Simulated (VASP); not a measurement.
# Si (P6_3/mmc) in VASP: a series of runs, part 2 of 2

VASP 6.6.1. Earlier steps stand in the parts before.

## (3) Single point, PBE (strained and moved within a subgroup)

The input, INCAR:

```
ALGO = Fast
EDIFF = 1E-6
ENCUT = 520
GGA = PE
ISIF = 2
ISMEAR = 0
LASPH = True
LCHARG = False
LREAL = False
LWAVE = False
NBANDS = 11
NELM = 100
PREC = Accurate
SIGMA = 0.1
```

The input, KPOINTS:

```
k-points
0
Gamma
  16 16 8
```

The input, POSCAR:

```
Si
1.0
    2.7014561827     -0.0241767880      0.0000000000
   -1.3716658039      2.3757876290      0.0000000000
    0.0000000000      0.0000000000      4.8609126615
Si
2
Direct
    0.2900143669      0.6450071884      0.2500000000
    0.7099856331      0.3549928116      0.7500000000
```

Potentials or basis: VASP PAW PBE potentials, release 64 (Si).

Run with:

```
$ cat potpaw_PBE.64/Si/POTCAR > POTCAR
$ mpirun -np 1 vasp_std > vasp.out
```

OUTCAR:

```text
EDIFF = 1E-6
   ENCUT = 520
   GGA = PE
   ISIF = 2
   ISMEAR = 0
   LASPH = True
   LREAL = False
   NELM = 100
   PREC = Accurate

 ion  position               nearest neighbor table
   1  0.290  0.645  0.250-   2 2.78   2 2.78   2 2.96   2 2.96   2 2.96   2 2.96
   2  0.710  0.355  0.750-   1 2.78   1 2.78   1 2.96   1 2.96   1 2.96   1 2.96

  LATTYP: Found a base centered orthorhombic cell.
 ALAT       =     2.7433253427
 B/A-ratio  =     1.6968016463
 C/A-ratio  =     1.7719052808

  Lattice vectors:

 A1 = (   1.3297903788,   2.3516108410,   0.0000000000)
 A2 = (  -2.7014561827,   0.0241767880,   0.0000000000)
 A3 = (   0.0000000000,   0.0000000000,   4.8609126615)

Analysis of symmetry for initial positions (statically):
=====================================================================
 Subroutine PRICEL returns:
 Original cell was already a primitive cell.

 Routine SETGRP: Setting up the symmetry group for a
 base centered orthorhombic supercell.

 Subroutine GETGRP returns: Found  8 space group operations
 (whereof  4 operations were pure point group operations)
[... 171 lines left out ...]
 cond. band min:       9.2084880241   @ k =   0.1875   0.4375   0.1250
 fundamental gap:      0.0286791738
 Fermi energy:         9.2046701719

 k-point     1 :       0.0000    0.0000    0.0000
  band No.  band energies     occupation
      1      -4.5762      2.00000
      2       0.6273      2.00000
      3       2.4389      2.00000
      4      17.4918      0.00000
      5      18.1234      0.00000
      6      18.3993      0.00000
      7      19.0001      0.00000
      8      19.1232      0.00000
      9      20.1206      0.00000
     10      21.7308      0.00000
     11      22.5050      0.00000
[... 309 lines left out ...]
 k-point    24 :       0.3750    0.1250    0.0000
  band No.  band energies     occupation
      1       0.7935      2.00000
      2       4.0395      2.00000
      3       5.8930      2.00000
      4       7.5669      2.00000
      5       9.0173      1.99196
      6       9.8264      0.00000
      7      10.6859      0.00000
      8      14.3745      0.00000
      9      17.2021      0.00000
     10      18.8301      0.00000
     11      22.6309      0.00000

 [... further k-points ...]
[... 5 lines left out ...]
  --------------------------------------------------------------------------------------
  -------------------------------------------------------------------------------------
  Total       -0.7915214     -0.8452622     -1.4437606      0.0465453      0.0000000      0.0000000
  in kB      -40.8601263    -43.6343480    -74.5301942      2.4027714      0.0000000      0.0000000
  external PRESSURE =     -53.0082228 kB  Pullay stress =       0.0000000 kB

 VOLUME and BASIS-vectors are now :
 -----------------------------------------------------------------------------
  energy-cutoff  :      520.00
  volume of cell :       31.04
      direct lattice vectors                 reciprocal lattice vectors
     2.701456183 -0.024176788  0.000000000     0.372093347  0.214828848  0.000000000
    -1.371665804  2.375787629  0.000000000     0.003786543  0.423099211  0.000000000
     0.000000000  0.000000000  4.860912661     0.000000000  0.000000000  0.205722684

 POSITION                                       TOTAL-FORCE (eV/Angst)
 -----------------------------------------------------------------------------------
     -0.10127      1.52539      1.21523        -0.168059     -0.097029      0.000000
      1.43106      0.82622      3.64568         0.168059      0.097029      0.000000
 -----------------------------------------------------------------------------------
    total drift:                               -0.000000      0.000000      0.000000

  FREE ENERGIE OF THE ION-ELECTRON SYSTEM (eV)
  ---------------------------------------------------
  free  energy   TOTEN  =        -9.8064844202 eV

  energy  without entropy=       -9.8018200642  energy(sigma->0) =       -9.80415224
```

OSZICAR:

```text
N       E                     dE             d eps       ncg     rms          rms(c)
DAV:   1     0.576313812614E+01    0.57631E+01   -0.34316E+03  8030   0.608E+02
DAV:   2    -0.941665311367E+01   -0.15180E+02   -0.14522E+02 10614   0.822E+01
DAV:   3    -0.984186647019E+01   -0.42521E+00   -0.42333E+00 10412   0.113E+01
DAV:   4    -0.984354654829E+01   -0.16801E-02   -0.16798E-02  9647   0.907E-01
DAV:   5    -0.984355395273E+01   -0.74044E-05   -0.74037E-05 10061   0.553E-02    0.337E+00
RMM:   6    -0.981962939207E+01    0.23925E-01   -0.61689E-03  8114   0.403E-01    0.191E+00
RMM:   7    -0.980643431741E+01    0.13195E-01   -0.14007E-02  8397   0.618E-01    0.137E-01
RMM:   8    -0.980648409005E+01   -0.49773E-04   -0.81003E-04  9003   0.217E-01    0.414E-02
RMM:   9    -0.980648993879E+01   -0.58487E-05   -0.87383E-05  9539   0.721E-02    0.126E-02
RMM:  10    -0.980648593969E+01    0.39991E-05   -0.16030E-05  9754   0.297E-02    0.160E-02
RMM:  11    -0.980648478717E+01    0.11525E-05   -0.11887E-06  7824   0.830E-03    0.189E-03
RMM:  12    -0.980648442024E+01    0.36693E-06   -0.25198E-07  6190   0.352E-03
   1 F= -.98064844E+01 E0= -.98041522E+01  d E =-.466436E-02
```

stdout:

```text
POSCAR found type information on POSCAR Si
 POSCAR found :  1 types and       2 ions
 scaLAPACK will be used
 LDA part: xc-table for (Slater+PW92), standard interpolation
 POSCAR, INCAR and KPOINTS ok, starting setup
 FFT: planning ... GRIDC
 FFT: planning ... GRID_SOFT
 FFT: planning ... GRID
 WAVECAR not read
 entering main loop
```

Wall time 45 s (1 thread of Intel Xeon Platinum 8559C (Emerald Rapids), shared host); peak memory 0.2 GiB.

Results:

| Property | Result |
| --- | --- |
| Free energy | -9.8065 eV |
| Pressure | -5.3 GPa |
| Largest force | 0.194 eV/Å |
| Band gap on the k mesh | none (metal or under the smearing width) |

Forces in eV/Å, atoms in the order of the input:
```
Si  -0.168 -0.097  0.000
Si   0.168  0.097  0.000
```

Levels at points of the mesh, in eV from the Fermi level:
```csv
k point,band 2,band 3,band 4,band 5,band 6,band 7
"(0.00, 0.00, 0.00)",-8.58,-6.77,8.29,8.92,9.19,9.80
"(0.50, 0.00, 0.00)",-7.06,-2.18,-2.05,-0.67,-0.15,3.75
"(0.00, 0.50, 0.00)",-6.96,-2.43,-2.19,-1.52,0.54,4.36
"(0.00, 0.00, 0.50)",-12.27,-0.31,-0.31,10.08,10.08,10.25
"(0.50, 0.00, 0.50)",-5.81,-5.60,-5.60,4.63,4.63,5.03
"(0.00, 0.50, 0.50)",-6.26,-5.54,-5.54,4.62,4.62,5.69
```

## (4) Single point, PBE (strained and moved within a subgroup)

The input, INCAR:

```
SYSTEM = Si
PREC = Accurate
ENCUT = 520
EDIFF = 1E-6
ISMEAR = 0
SIGMA = 0.1
LREAL = .FALSE.
LASPH = .TRUE.
NELM = 100
ALGO = Fast
ISIF = 2
LWAVE = .FALSE.
LCHARG = .FALSE.
GGA = PE
NBANDS = 11
```

The input, KPOINTS:

```
Automatic mesh
0
G
  15 15 8
  0 0 0
```

The input, POSCAR:

```
Si
1.0
    2.8703738294      0.0000000000      0.0000000000
   -1.4351869147      2.4858166547      0.0000000000
    0.0000000000      0.0000000000      4.4469217037
Si
2
Direct
    0.3333333300      0.6666666700      0.2500000000
    0.6666666700      0.3333333300      0.7500000000
```

Run with:

```
$ cat potpaw_PBE.64/Si/POTCAR > POTCAR
$ mpirun -np 1 vasp_std > vasp.out
```

Wall time 20 s (1 thread of Intel Xeon Platinum 8559C (Emerald Rapids), shared host); peak memory 0.16 GiB.

It converged, with:

* Free energy: -9.7432 eV
* Pressure: -6.8 GPa
* Band gap on the k mesh: none (metal or under the smearing width)

Stress tensor (GPa, compression positive):
```
-6.32  0.00  0.00
 0.00 -6.32  0.00
 0.00  0.00 -7.69
```

Levels at points of the mesh, in eV from the Fermi level:
```
           k point  band 1  band 2  band 3  band 4  band 5  band 6  band 7  band 8  band 9
(0.00, 0.00, 0.00)  -13.60   -6.62   -6.11    6.63    6.63    8.40    8.40   10.87   11.21
(0.00, 0.00, 0.50)  -11.77  -11.77    2.25    2.25    7.98    7.98    7.98    7.98   10.76
```

## (5) Single point, PBE (strained and moved within the space group)

The input, INCAR:

```
SYSTEM = Si
PREC = Accurate ; ENCUT = 520
EDIFF = 1E-6 ; ISMEAR = 0
SIGMA = 0.1 ; LREAL = .False.
LASPH = .True. ; NELM = 100
ALGO = Normal ; ISIF = 2
LWAVE = .False. ; LCHARG = .True.
GGA = PE ; LELF = .True.
LVHAR = .True. ; NBANDS = 11
```

The input, KPOINTS:

```
Automatic mesh
0
Gamma
  18 18 10
  0 0 0
```

The input, POSCAR:

```
Si
1.0
    2.5542629926      0.0000000000      0.0000000000
   -1.2771314963      2.2120566395      0.0000000000
    0.0000000000      0.0000000000      4.3856815043
Si
2
Direct
    0.3333333300      0.6666666700      0.2500000000
    0.6666666700      0.3333333300      0.7500000000
```

Run with:

```
$ cat potpaw_PBE.64/Si/POTCAR > POTCAR
$ mpirun -np 1 vasp_std > vasp.out
```

Wall time 23 s (1 thread of Intel Xeon Platinum 8559C (Emerald Rapids), shared host); peak memory 0.16 GiB.

The run converged. Its results:

```
Free energy            : -9.6482 eV
Pressure               : 17.5 GPa
Band gap on the k mesh : none (metal or under the smearing width)
```

Stress tensor (GPa, compression positive):
```
17.74  0.00  0.00
 0.00 17.74  0.00
 0.00  0.00 17.10
```

Levels at points of the mesh, in eV from the Fermi level:
```csv
k point,band 1,band 2,band 3,band 4,band 5,band 6,band 7,band 8
"(0.00, 0.00, 0.00)",-15.95,-8.83,-8.23,10.38,10.38,11.12,11.25,11.25
"(0.50, 0.00, 0.00)",-8.84,-8.50,-2.07,-1.88,-1.28,-0.46,4.42,6.56
"(0.00, 0.00, 0.50)",-14.07,-14.07,0.36,0.36,11.90,11.90,11.90,11.90
"(0.50, 0.00, 0.50)",-7.21,-7.21,-6.45,-6.45,6.03,6.03,6.44,6.44
```

Caveat: so large a pressure means that the cell lies far from this level's equilibrium, or that cutoff or potentials fall short.

## (6) The runs side by side

```csv
cell,k mesh,gap on the mesh (eV),pressure (GPa)
strained and moved within a subgroup,15 × 15 × 8,none,-6.8
strained and moved within a subgroup,16 × 16 × 8,none,-5.3
strained and moved within the space group,18 × 18 × 10,none,17.5
```

Alike in all rows: task single point; level PBE; potentials or basis VASP PAW PBE potentials, release 64 (Si); no spin polarisation; cutoff (eV) 520; smearing gaussian 0.1 eV.

Caveats: so large a pressure means that the cell lies far from this level's equilibrium, or that cutoff or potentials fall short (some runs).

Absolute energies hang on the potentials; compare differences alone.
